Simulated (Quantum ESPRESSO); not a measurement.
## W in Quantum ESPRESSO: the effect of functional

W:

```
W
1.0
    -1.58234    1.58234    1.58234
     1.58234   -1.58234    1.58234
     1.58234    1.58234   -1.58234
W
1
Cartesian
  0.0000 0.0000 0.0000
```

Alike in all runs:

| Property | Result |
| --- | --- |
| Program | Quantum ESPRESSO 7.5 |
| Task | phonons |
| Cutoff | 762 eV |
| Density cutoff | 6095 eV |
| k mesh | 10 × 10 × 10 |
| Occupations | cold, width 0.2 eV |
| Spin | no spin polarisation |

Each run relaxes the cell or the atoms first.

```csv
functional,potentials or basis,relaxed volume (Å³/atom),highest phonon frequency (cm⁻¹)
PBE,GBRV 1.5 PBE,16.15,217
PBEsol,GBRV 1.5 PBEsol,15.72,225
WC,GBRV 1.5 PBE,15.83,223
BLYP,GBRV 1.5 PBE,?,?
PW91,GBRV 1.5 PBE,16.17,215
vdW-DF-cx,GBRV 1.5 PBE,15.77,225
```

Problem. What does the run with functional BLYP give?

Solution. Relaxed volume 16.73 Å³/atom; highest phonon frequency 200 cm⁻¹.

Caveats: the mesh is thin for the phonons of a metal; the potentials were made for another functional, which shifts forces and pressure (some runs).
